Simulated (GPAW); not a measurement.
Crystal: CuAu3.

```xyz
4
Lattice="3.9800 0.0000 0.0000 0.0000 3.9800 0.0000 0.0000 0.0000 3.9800" Properties=species:S:1:pos:R:3 pbc="T T T"
Au    1.9900    1.9900    0.0000
Au    1.9900    0.0000    1.9900
Au    0.0000    1.9900    1.9900
Cu    0.0000    0.0000    0.0000
```

Base run:

```yaml
Program: GPAW 26.7.0
Functional: PBEsol
Potentials_or_basis: PAW data sets generated in the run's folder for this functional
Cutoff: 600 eV
Basis: pw
k_mesh: 7 × 7 × 7
Occupations: fermi-dirac, width 0.05 eV
Spin: no spin polarisation
```

Its results: pressure 1.8 GPa.

Question: The run is repeated on the same cell with these changes: functional from PBEsol to LDA; potentials or basis from PAW data sets generated in the run's folder for this functional to the program's PAW data sets (release 1.2.1) made for this functional. What comes out?

Answer: Pressure -2.9 GPa.

Caveats: with these Cu and Au data sets, volumes or pressures lay over 1.5 % or 2 GPa off other programs in two to four cells of ten.
